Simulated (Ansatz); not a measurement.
Input of an Ansatz 0.2.0 run:

Contents of input.yaml:

```yaml
crystal:
  lattice:
    - [0.0, 1.9156, 1.9156]
    - [1.9156, 0.0, 1.9156]
    - [1.9156, 1.9156, 0.0]
  atoms:
    - { symbol: Ir, position: [0.0, 0.0, 0.0] }
kpoints:
  mp_grid: { grid: [9, 9, 9] }
  band_path:
    path:
      - [0.0, 0.0, 0.0]
      - [0.5, 0.0, 0.5]
      - [0.5, 0.25, 0.75]
      - [0.375, 0.375, 0.75]
      - [0.0, 0.0, 0.0]
      - [0.5, 0.5, 0.5]
      - [0.625, 0.25, 0.625]
      - [0.5, 0.25, 0.75]
    npoints: 8
scf:
  occupations: { method: fermi_dirac, width: 0.05 }
hamiltonian:
  xc: lda
  pseudopotentials: { kind: all_electron, lapw: { basis_error: 0.001 } }
output:
  forces: true
  stress: true
  eigenvalues: true
```

Potentials or basis: all-electron LAPW, scalar-relativistic.

Launch:

```sh
$ ansatz run input.yaml --threads 1 --pin off --max-ram 3072MiB --backend cpu --events-out ev --progress --plain --runs-dir out
```

Q: Estimate the band gap along the path.

A: None (metal or under the smearing width).

Q: Estimate the pressure.

A: -6.7 GPa.

Levels at the corners of the path, in eV from the Fermi level:
```
point  band 16  band 17  band 18  band 19  band 20  band 21  band 22  band 23  band 24  band 25
    Γ   -49.28   -11.12    -3.85    -3.85    -3.85    -1.12    -1.12    13.73    19.21    19.21
    X   -49.58    -7.91    -7.33     0.98     1.59     1.59     1.78    10.62    11.57    11.57
    W   -49.58    -6.24    -4.84    -4.84    -1.75     1.60     8.20     9.16     9.16    13.49
    K   -49.51    -6.94    -5.96    -2.83    -0.81     0.70     6.31     7.85    11.63    15.46
    Γ   -49.28   -11.12    -3.85    -3.85    -3.85    -1.12    -1.12    13.73    19.21    19.21
    L   -49.39    -8.10    -3.96    -3.96    -0.68     1.01     1.01     7.38    13.38    19.20
    U   -49.51    -6.94    -5.96    -2.83    -0.81     0.70     6.31     7.85    11.63    15.46
    W   -49.58    -6.24    -4.84    -4.84    -1.75     1.60     8.20     9.16     9.16    13.49
```

Caveat: the k mesh is thin for a metal, which can move the energy by tens of meV per atom; spin-orbit coupling is left out, which moves the levels of the heavy elements.
